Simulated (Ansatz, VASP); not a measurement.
## One calculation of AlN, two programs

```xyz
4
Lattice="3.0135 0.0000 0.0000 -1.5067 2.6098 0.0000 0.0000 0.0000 5.0553" Properties=species:S:1:pos:R:3 pbc="T T T"
Al    0.0000    1.7398    0.0035
Al    1.5067    0.8699    2.5312
N     0.0000    1.7398    1.8922
N     1.5067    0.8699    4.4198
```

Change from the starting cell: epitaxial_xy strain -3.0%.

Alike in both runs: task single point; functional r2SCAN; k mesh 12 × 12 × 6; no spin polarisation.

|  | VASP | Ansatz |
| --- | --- | --- |
| version | VASP 6.6.1 | Ansatz 0.2.0 |
| potentials or method | VASP PAW PBE potentials, release 64 (Al, N) | plane waves, PAW |
| plane-wave cutoff (eV) | 520 | 500 |
| occupations | gaussian, width 0.01 eV | fixed |
| valence electrons in the cell | 16 | 16 |

VASP gave:

- gap on the k mesh at the Fermi level (eV): 5.34
- pressure (GPa): 10.7
- largest component of the traceless stress (GPa): 11.14

Which values does Ansatz return?

gap on the k mesh at the Fermi level (eV): 5.30; pressure (GPa): 11.0; largest component of the traceless stress (GPa): 11.02.

Caveats: the PAW data sets were made with another functional, which shifts forces and pressure a little (VASP). A k mesh can miss the band edges.
